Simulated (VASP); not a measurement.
# Li2O (strained measured structure): one PBE single-point calculation in two programs

```
Li O
1.0
     0.00000    2.23218    2.28637
     2.23218    0.00000    2.28637
     2.23218    2.23218    0.00000
Li O
2 1
Direct
  0.25000 0.25000 0.25000
  0.75000 0.75000 0.75000
  0.00000 0.00000 0.00000
```

The two codes use different PAW datasets and cutoffs. VASP's cell holds 12 valence electrons and Ansatz's 12. Ansatz's stress includes a Pulay correction; VASP's doesn't.

Cutoffs: 520 eV in VASP, 420 eV in Ansatz. k meshes: 10×10×10 and 10×10×10.

```tsv
	VASP	Ansatz
gap between bands v and c	5.07 eV	5.09 eV
least direct gap	5.85 eV	5.84 eV
pressure	7.9 GPa	7.7 GPa
```

Band v is the last that the valence electrons fill when counted band by band, and c is the next. Levels in eV from the top of v, Ansatz:

```tsv
point	v−1	v	c	c+1
Γ	0.00	0.00	5.84	12.30
X	-1.60	-1.59	5.09	13.96
K	-1.66	-1.13	6.89	12.40
L	-0.59	-0.45	9.72	10.57
W	-1.66	-1.55	7.49	11.15
```

VASP:

| point | v−1 | v | c | c+1 |
| --- | --- | --- | --- | --- |
| Γ | 0.00 | 0.00 | 5.85 | 12.29 |
| X | -1.60 | -1.59 | 5.07 | 13.96 |
| K | -1.66 | -1.13 | 6.87 | 12.40 |
| L | -0.58 | -0.45 | 9.71 | 10.58 |
| W | -1.65 | -1.55 | 7.48 | 11.14 |
